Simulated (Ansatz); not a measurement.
# CaC3: the cost of one run

Computed with Ansatz 0.2.0 (DFT PBE, scalar-relativistic, plane waves, PAW, unless a step's input says otherwise).

3 further runs of the same task are left out: 3 set aside as unsound or not needed.

## (1) Starting point

Symmetry: Pm-3n, No. 223, cubic system. Conventional cell: a = 4.726 Å, b = 4.726 Å, c = 4.726 Å, α = 90.00°, β = 90.00°, γ = 90.00°. Around Ca (site symmetry m-3) lie 12 C at 2.64 Å. C (site symmetry -4m2) is surrounded by 2 C at 2.36 Å and 4 Ca at 2.64 Å.

Coordinates:

```cif
data_structure
_symmetry_space_group_name_H-M 'P 1'
_symmetry_Int_Tables_number 1
_cell_length_a 4.7259
_cell_length_b 4.7259
_cell_length_c 4.7259
_cell_angle_alpha 90.000
_cell_angle_beta 90.000
_cell_angle_gamma 90.000
_cell_volume 105.55
loop_
_atom_site_label
_atom_site_type_symbol
_atom_site_fract_x
_atom_site_fract_y
_atom_site_fract_z
_atom_site_occupancy
Ca1 Ca 0.00000 0.00000 0.00000 1
Ca2 Ca 0.50000 0.50000 0.50000 1
C1 C 0.00000 0.50000 0.25000 1
C2 C 0.00000 0.50000 0.75000 1
C3 C 0.25000 0.00000 0.50000 1
C4 C 0.75000 0.00000 0.50000 1
C5 C 0.50000 0.75000 0.00000 1
C6 C 0.50000 0.25000 0.00000 1
```

This is candidate A: A15 type (Pm-3n, No. 223).

(A quick probe on a coarse mesh, which set the mesh and smearing, is not shown.)

## (3) Rough relaxation on the coarse mesh (candidate A)

input.yaml reads:

```yaml
crystal:
  lattice:
    - [4.7259379051, 0.0, 0.0]
    - [0.0, 4.7259379051, 0.0]
    - [0.0, 0.0, 4.7259379051]
  atoms:
    - { symbol: Ca, position: [0.0, 0.0, 0.0] }
    - { symbol: Ca, position: [0.5, 0.5, 0.5] }
    - { symbol: C, position: [0.0, 0.5, 0.25] }
    - { symbol: C, position: [0.0, 0.5, 0.75] }
    - { symbol: C, position: [0.25, 0.0, 0.5] }
    - { symbol: C, position: [0.75, 0.0, 0.5] }
    - { symbol: C, position: [0.5, 0.75, 0.0] }
    - { symbol: C, position: [0.5, 0.25, 0.0] }
basis:
  ecutwfc: 420
kpoints:
  mp_grid: { grid: [4, 4, 4] }
hamiltonian:
  xc: pbe
scf:
  occupations: { method: gaussian, width: 0.1 }
  lower_state_search: "off"
output:
  forces: true
  stress: true
  eigenvalues: true
relax:
  adjacent_minimum: "off"
  f_tol: 0.04
  max_steps: 70
  cell: { stress_tol: 0.4 }
```

Started as:

```sh
$ ansatz run input.yaml --threads 1 --pin off --max-ram 2560MiB --backend cpu --events-out ev --progress --plain --runs-dir out
```

Q: Estimate wall time and peak memory on 1 thread of Arm Neoverse V2, shared host.

About 6.4 s, with a peak of 0.34 GiB.
